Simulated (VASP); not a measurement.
## A VASP 6.6.1 single-point calculation on NaI

INCAR

```
LCHARG = .FALSE.
LWAVE = .FALSE.
ISIF = 2
PREC = Accurate
ENCUT = 520
NBANDS = 14
ISMEAR = -1
LREAL = .TRUE.
SIGMA = 0.02
IBRION = -1
GGA = PS
LASPH = .TRUE.
NSW = 0
EDIFF = 1E-7
NELM = 97
```

KPOINTS

```
KPOINTS created by Atomic Simulation Environment
0
Gamma
6 6 6
0 0 0
```

POSCAR

```
Na I
 1.0000000000000000
     0.0000000000000000    3.4368958848000002    3.4368958848000002
     3.4368958848000002    0.0000000000000000    3.4368958848000002
     3.4368958848000002    3.4368958848000002    0.0000000000000000
 Na  I
   1   1
Cartesian
  0.0000000000000000  0.0000000000000000  0.0000000000000000
  1.7184479424000005  1.7184479424000005  1.7184479424000005
```

The recommended PBE PAW datasets give the neutral cell 14 valence electrons.

Command

```
mpirun -np 1 vasp_std
```

OSZICAR

```
N       E                     dE             d eps       ncg     rms          rms(c)
DAV:   1     0.833464554676E+02    0.83346E+02   -0.63515E+03   448   0.846E+02
DAV:   2     0.133430470931E+01   -0.82012E+02   -0.76654E+02   486   0.212E+02
DAV:   3    -0.538741137594E+01   -0.67217E+01   -0.66905E+01   574   0.606E+01
DAV:   4    -0.555917457766E+01   -0.17176E+00   -0.17173E+00   590   0.100E+01
DAV:   5    -0.556130837620E+01   -0.21338E-02   -0.21338E-02   584   0.976E-01    0.146E+00
DAV:   6    -0.547044566686E+01    0.90863E-01   -0.11331E-01   538   0.200E+00    0.973E-01
DAV:   7    -0.546072953218E+01    0.97161E-02   -0.84693E-02   574   0.143E+00    0.629E-01
DAV:   8    -0.546757445302E+01   -0.68449E-02   -0.86648E-03   490   0.679E-01    0.166E-01
DAV:   9    -0.546741646845E+01    0.15798E-03   -0.23739E-04   574   0.167E-01    0.437E-02
DAV:  10    -0.546767357837E+01   -0.25711E-03   -0.30591E-04   514   0.113E-01    0.129E-02
DAV:  11    -0.546769526941E+01   -0.21691E-04   -0.48127E-05   568   0.522E-02    0.444E-03
DAV:  12    -0.546769665000E+01   -0.13806E-05   -0.31078E-06   544   0.108E-02    0.330E-03
DAV:  13    -0.546769692252E+01   -0.27252E-06   -0.53418E-07   538   0.367E-03    0.322E-04
DAV:  14    -0.546769691792E+01    0.46016E-08   -0.26432E-08   576   0.129E-03
   1 F= -.54676969E+01 E0= -.54676969E+01  d E =-.277257E-10
```

Standard output (part)

```
POSCAR found type information on POSCAR NaI
 POSCAR found :  2 types and       2 ions
|     You have a (more or less) 'small supercell' and for smaller cells       |
|     it is recommended to use the reciprocal-space projection scheme!        |
|     The real-space optimization is not efficient for small cells and it     |
|     is also less accurate ...                                               |
|     Therefore, set LREAL=.FALSE. in the INCAR file.                         |
|     The real-space projection scheme for the treatment of the non-local     |
|     real-space optimization of all non-local projectors! BE WARNED that     |
|     a calculation using the real-space projection scheme together with      |
|     non-local projectors which were not real-space optimized (according     |
|     to the plane-wave cutoff used in this calculation) might give more      |
|     or less inaccurate results. I hope you know what you are doing.         |
 LDA part: xc-table for (Slater+PW92), standard interpolation
 POSCAR, INCAR and KPOINTS ok, starting setup
 WAVECAR not read
 entering main loop
```

From OUTCAR

```
k-points           NKPTS =     16   k-points in BZ     NKDIM =     16   number of bands    NBANDS=     14

   NELECT =      14.0000    total number of electrons

   dimension x,y,z NGX =    36 NGY =   36 NGZ =   36
   dimension x,y,z NGXF=    72 NGYF=   72 NGZF=   72

  energy-cutoff  :      520.00
  volume of cell :       81.19
      direct lattice vectors                 reciprocal lattice vectors
     0.000000000  3.436895885  3.436895885    -0.145480113  0.145480113  0.145480113
     3.436895885  0.000000000  3.436895885     0.145480113 -0.145480113  0.145480113
     3.436895885  3.436895885  0.000000000     0.145480113  0.145480113 -0.145480113

 k-points in reciprocal lattice and weights: KPOINTS created by Atomic Simulation Env
   0.00000000  0.00000000  0.00000000       0.005
   0.16666667  0.00000000  0.00000000       0.037
   0.33333333  0.00000000  0.00000000       0.037
   0.50000000  0.00000000  0.00000000       0.019
   0.16666667  0.16666667  0.00000000       0.028
   0.33333333  0.16666667  0.00000000       0.111
   0.50000000  0.16666667  0.00000000       0.111
  -0.33333333  0.16666667  0.00000000       0.111
   ...

 E-fermi :  -0.3146

 k-point     1 :       0.0000    0.0000    0.0000
  band No.  band energies     occupation
      1     -22.5036      2.00000
      2     -22.5036      2.00000
      3     -22.5036      2.00000
      4     -11.3241      2.00000
      5      -0.7269      2.00000
      6      -0.7269      2.00000
      7      -0.7269      2.00000
      8       3.1306      0.00000
      9       7.2658      0.00000
     10       7.2658      0.00000
     11       7.2658      0.00000
     12       9.0901      0.00000
     13       9.0901      0.00000
     14      10.5549      0.00000

 k-point     2 :       0.1667    0.0000    0.0000
  band No.  band energies     occupation
      1     -22.5048      2.00000
      2     -22.5038      2.00000
      3     -22.5038      2.00000
      4     -11.2816      2.00000
      5      -1.1913      2.00000
      6      -0.7674      2.00000
      7      -0.7674      2.00000
      8       3.7734      0.00000
      9       6.9204      0.00000
     10       7.4247      0.00000
     11       7.4247      0.00000
     12       8.6541      0.00000
     13       8.6541      0.00000
     14      10.1848      0.00000

 k-point     3 :       0.3333    0.0000    0.0000
  band No.  band energies     occupation
      1     -22.5070      2.00000
      2     -22.5041      2.00000
      3     -22.5041      2.00000
      4     -11.1940      2.00000
      5      -1.8873      2.00000
      6      -0.8449      2.00000
      7      -0.8449      2.00000
      8       4.6034      0.00000
      9       6.9005      0.00000
     10       7.1737      0.00000
     11       7.1737      0.00000
     12       9.3535      0.00000
     13       9.3535      0.00000
     14       9.6551      0.00000

 k-point     4 :       0.5000    0.0000    0.0000
  band No.  band energies     occupation
      1     -22.5081      2.00000
      2     -22.5042      2.00000
      3     -22.5042      2.00000
      4     -11.1487      2.00000
      5      -2.1742      2.00000
      6      -0.8820      2.00000
      7      -0.8820      2.00000
      8       4.7555      0.00000
      9       6.9646      0.00000
     10       6.9646      0.00000
     11       7.1780      0.00000
     12      10.0939      0.00000
     13      10.8117      0.00000
     14      10.8117      0.00000

 ...

  Total        0.5117498      0.5117498      0.5117498      0.0000000      0.0000000      0.0000000
  in kB       10.0980869     10.0980869     10.0980869      0.0000000      0.0000000      0.0000000
  external PRESSURE =      10.0980869 kB  Pullay stress =       0.0000000 kB

 POSITION                                       TOTAL-FORCE (eV/Angst)
 -----------------------------------------------------------------------------------
      0.00000      0.00000      0.00000        -0.000000     -0.000000     -0.000000
      1.71845      1.71845      1.71845         0.000000      0.000000      0.000000
 -----------------------------------------------------------------------------------
    total drift:                               -0.000001     -0.000001     -0.000000

  FREE ENERGIE OF THE ION-ELECTRON SYSTEM (eV)
  ---------------------------------------------------
  free  energy   TOTEN  =        -5.4676969179 eV

  energy  without entropy=       -5.4676969179  energy(sigma->0) =       -5.46769692
```

It converged. Results: gap between bands v and c on the k mesh 3.86 eV; least direct gap on the k mesh 3.86 eV; pressure 1.0 GPa. Band v is the last that the valence electrons fill when counted band by band, and c is the next.

For comparison, a separate PBE run of the intended cell, on usual settings and not on those above, gives a gap of 3.98 eV on its mesh and a pressure of 1.8 GPa.

The run above took about 24 s on one core of a shared host (Intel Xeon Platinum 8488C) and held 0.21 GiB at most.
